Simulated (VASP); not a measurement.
# GaSb (F-43m) in VASP: notebook

Aim: see how the results for GaSb move with the level of theory and the settings. Levels: r2SCAN+rVV10, r2SCAN+D4. Tasks: single point.

All numbers are computed with VASP 6.6.1; they aren't measurements. Logs are shortened: lines on timing, memory, paths and dates and some standing lists are left out, and cuts for length are marked.

**The experiment to reproduce.**

A printed reference work, data compilation reports, for a bulk crystal of GaSb at 4.2 K: band gap 0.811 eV (direct).

The results are compared with them further down.

### 1 The cell of the first run

It takes space group F-43m (No. 216, cubic). The conventional cell has a = 6.104 Å, b = 6.104 Å, c = 6.104 Å, α = 90.00°, β = 90.00°, γ = 90.00°. Within 3.5 Å of Ga (site symmetry -43m) lie 4 Sb at 2.64 Å. Sb (site symmetry -43m) has 4 Ga at 2.64 Å within 3.5 Å.

### 2 Single point, r2SCAN+rVV10

POSCAR

```
GaSb
1.0
    4.3161011976      0.0000000000      0.0000000000
    2.1580505988      3.7378532825      0.0000000000
    2.1580505988      1.2459510942      3.5240818708
Ga Sb
1 1
Direct
    0.0000000000      0.0000000000      0.0000000000
    0.2500000000      0.2500000000      0.2500000000
```

INCAR.step1

```
SYSTEM = GaSb
ALGO = Normal ; EDIFF = 1E-5
ENCUT = 550 ; GGA = PE
GGA_COMPAT = .False. ; ISMEAR = 0
LASPH = .True. ; LCHARG = .False.
LREAL = .False. ; LWAVE = .True.
NBANDS = 16 ; NELM = 120
PREC = Accurate ; SIGMA = 0.01
```

INCAR.step2

```
SYSTEM = GaSb
ALGO = Normal ; BPARAM = 11.95
CPARAM = 0.0093 ; EDIFF = 1E-6
ENCUT = 550 ; GGA_COMPAT = .False.
ISIF = 2 ; ISMEAR = 0
ISTART = 1 ; IVDW_NL = 2
LASPH = .True. ; LCHARG = .False.
LMIXTAU = .True. ; LREAL = .False.
LUSE_VDW = .True. ; LWAVE = .False.
METAGGA = R2SCAN ; NBANDS = 16
NELM = 120 ; PREC = Accurate
SIGMA = 0.01
```

KPOINTS

```
k-points
0
Gamma
  6 6 6
  0 0 0
```

Potentials or basis: VASP PAW PBE potentials, release 64 (Ga_d, Sb).

Started as:

```bash
$ cat potpaw_PBE.64/Ga_d/POTCAR potpaw_PBE.64/Sb/POTCAR > POTCAR
$ cp INCAR.step1 INCAR
$ mpirun -np 1 vasp_std > vasp.out
$ cp INCAR.step2 INCAR
$ mpirun -np 1 vasp_std > vasp.out
```

OUTCAR:

```text
SYSTEM = GaSb
   BPARAM = 11.95
   EDIFF = 1E-6
   ENCUT = 550
   ISIF = 2
   ISMEAR = 0
   ISTART = 1
   IVDW_NL = 2
   LASPH = .True.
   LREAL = .False.
   METAGGA = R2SCAN
   NELM = 120
   PREC = Accurate

 ion  position               nearest neighbor table
   1  0.000  0.000  0.000-   2 2.64   2 2.64   2 2.64   2 2.64
   2  0.250  0.250  0.250-   1 2.64   1 2.64   1 2.64   1 2.64

  LATTYP: Found a face centered cubic cell.
 ALAT       =     6.1038888503

  Lattice vectors:

 A1 = (   4.3161011976,   0.0000000000,   0.0000000000)
 A2 = (   2.1580505988,   3.7378532825,   0.0000000000)
 A3 = (   2.1580505988,   1.2459510942,   3.5240818708)

Analysis of symmetry for initial positions (statically):
=====================================================================
 Subroutine PRICEL returns:
 Original cell was already a primitive cell.

 Routine SETGRP: Setting up the symmetry group for a
 face centered cubic supercell.

 Subroutine GETGRP returns: Found 24 space group operations
 (whereof 24 operations were pure point group operations)
 out of a pool of 48 trial point group operations.

The static configuration has the point symmetry T_d .

Analysis of symmetry for dynamics (positions and initial velocities):
=====================================================================
 Subroutine PRICEL returns:
 Original cell was already a primitive cell.

 Routine SETGRP: Setting up the symmetry group for a
 face centered cubic supercell.

 Subroutine GETGRP returns: Found 24 space group operations
 (whereof 24 operations were pure point group operations)
 out of a pool of 48 trial point group operations.

The dynamic configuration has the point symmetry T_d .

 Subroutine INISYM returns: Found 24 space group operations
 (whereof 24 operations are pure point group operations),
 and found     1 'primitive' translations

----------------------------------------------------------------------------------------

                                     Primitive cell

  volume of cell :      56.8538

  direct lattice vectors                    reciprocal lattice vectors
     4.316101198  0.000000000  0.000000000     0.231690582 -0.133766620 -0.094587284
     2.158050599  3.737853283  0.000000000     0.000000000  0.267533240 -0.094587284
     2.158050599  1.245951094  3.524081871     0.000000000  0.000000000  0.283761852

  length of vectors
     4.316101198  4.316101198  4.316101198     0.283761852  0.283761852  0.283761852

[... 72 lines left out ...]
   LREAL  =      F    real-space projection
   EDIFFG = 0.1E-04   stopping-criterion for IOM
   NSW    =      0    number of steps for IOM
   IBRION =     -1    ionic relax: 0-MD 1-quasi-New 2-CG
   NFREE  =      0    steps in history (QN), initial steepest desc. (CG)
   ISIF   =      2    stress and relaxation
   ISYM   =      2    0-nonsym 1-usesym 2-fastsym
   POTIM  = 0.5000    time-step for ionic-motion
   TEBEG  =    0.0;   TEEND  =   0.0 temperature during run
   PSTRESS=    0.0 pullay stress
   NELECT =      18.0000    total number of electrons
   NUPDOWN=      -1.0000    fix difference up-down
   EMIN   =  10.00;   EMAX   =-10.00  energy-range for DOS
   EFERMI =   0.00;   METHOD = LEGACY
   ISMEAR =     0;   SIGMA  =   0.01  broadening in eV -4-tet -1-fermi 0-gaus
   EFERMI_NEDOS =   21; number of points for ismear=-14 and -15
   IALGO  =     38    algorithm
   IMIX   =      4    mixing-type and parameters
     AMIX     =   0.40;   BMIX     =  1.00
     AMIX_MAG =   1.60;   BMIX_MAG =  1.00
  volume/ion in A,a.u.               =      28.43       191.83
  Fermi-wavevector in a.u.,A,eV,Ry     =   1.115781  2.108521 16.938814  1.244968
  Thomas-Fermi vector in A             =   2.252389
   LORBIT       =      0    0 simple, 1 ext, 2 COOP (PROOUT), +10 PAW based schemes
   METAGGA = R2SCAN    functional components
   LHFCALC =     F    Hartree Fock is set to
   AEXX    =    0.0000 exact exchange contribution
   IVDW_NL    =     2    kernel type
   BPARAM     =11.9500
   IVDW    =     0    specifies the selected vdW correction
   LEPSILON=     F    determine dielectric tensor
   LRPA    =     F    only Hartree local field effects (RPA)
 non-spin polarized calculation
 Gauss-broadening in eV      SIGMA  =   0.01
  energy-cutoff  :      550.00
  volume of cell :       56.85
 maximum number of plane-waves:      1687
 NGX is ok and might be reduce to    36
   NGX = 17   NGY = 17   NGZ = 17

 number of electron      18.0000007 magnetization

 Free energy of the ion-electron system (eV)
  ---------------------------------------------------
  ext. energy  EPLUGINS =         0.00000000
  ---------------------------------------------------
  free energy    TOTEN  =       -36.95695472 eV

  energy without entropy =      -36.95695472  energy(sigma->0) =      -36.95695472

 E-fermi :   4.7995     XC(G=0):  -9.8107

 val. band max:        4.7529391603   @ k =   0.0000   0.0000   0.0000
 cond. band min:       5.2527430120   @ k =   0.0000   0.0000   0.0000
 fundamental gap:      0.4998038517
 Fermi energy:         4.7994866584

 k-point     1 :       0.0000    0.0000    0.0000
  band No.  band energies     occupation
      1     -10.7551      2.00000
      2     -10.7551      2.00000
      3     -10.7551      2.00000
      4     -10.6970      2.00000
      5     -10.6970      2.00000
      6      -7.2367      2.00000
[... 281 lines left out ...]
      3     -10.7289      2.00000
      4     -10.7059      2.00000
      5     -10.6950      2.00000
      6      -4.5497      2.00000
[... 8 lines left out ...]
     15      15.3562      0.00000
     16      16.7591      0.00000

------------------------ aborting loop because EDIFF is reached ----------------------------------------

  FORCE on cell =-STRESS in cart. coord.  units (eV):
  Direction    XX          YY          ZZ          XY          YZ          ZX
  --------------------------------------------------------------------------------------
  -------------------------------------------------------------------------------------
  Total        0.0596878      0.0596878      0.0596878      0.0000000      0.0000000     -0.0000000
  in kB        1.6820399      1.6820399      1.6820399      0.0000000      0.0000000     -0.0000000
  external PRESSURE =       1.6820399 kB  Pullay stress =       0.0000000 kB

 VOLUME and BASIS-vectors are now :
 -----------------------------------------------------------------------------
  energy-cutoff  :      550.00
  volume of cell :       56.85
      direct lattice vectors                 reciprocal lattice vectors
     4.316101198  0.000000000  0.000000000     0.231690582 -0.133766620 -0.094587284
     2.158050599  3.737853283  0.000000000     0.000000000  0.267533240 -0.094587284
     2.158050599  1.245951094  3.524081871     0.000000000  0.000000000  0.283761852

 POSITION                                       TOTAL-FORCE (eV/Angst)
 -----------------------------------------------------------------------------------
      0.00000      0.00000      0.00000         0.000000     -0.000000      0.000000
      2.15805      1.24595      0.88102        -0.000000      0.000000     -0.000000
 -----------------------------------------------------------------------------------
    total drift:                               -0.000000      0.000000     -0.000000

  FREE ENERGIE OF THE ION-ELECTRON SYSTEM (eV)
  ---------------------------------------------------
  free  energy   TOTEN  =       -36.9569547220 eV

  energy  without entropy=      -36.9569547220  energy(sigma->0) =      -36.95695472
```

OUTCAR.step1:

```text
SYSTEM = GaSb
   EDIFF = 1E-5
   ENCUT = 550
   GGA = PE
   ISMEAR = 0
   LASPH = .True.
   LREAL = .False.
[... 514 lines left out ...]
      0.00000      0.00000      0.00000        -0.000000     -0.000000      0.000000
      2.15805      1.24595      0.88102         0.000000      0.000000     -0.000000
 -----------------------------------------------------------------------------------
    total drift:                                0.000000      0.000000      0.000000

  FREE ENERGIE OF THE ION-ELECTRON SYSTEM (eV)
  ---------------------------------------------------
  free  energy   TOTEN  =        -7.3146788957 eV

  energy  without entropy=       -7.3146788956  energy(sigma->0) =       -7.31467890
```

Run time: 1.7 min. Hardware: 1 thread of Intel Xeon 6975P-C, shared host; peak memory 0.39 GiB.

What came out:

| Property | Result |
| --- | --- |
| Free energy | -36.9570 eV |
| Pressure | 0.2 GPa |
| Band gap on the k mesh | 0.50 eV, direct |

Caveat: the PAW data sets were made with another functional, which shifts forces and pressure a little; spin-orbit coupling is left out, which moves the levels of the heavy elements.

[end of part 1 of 2]
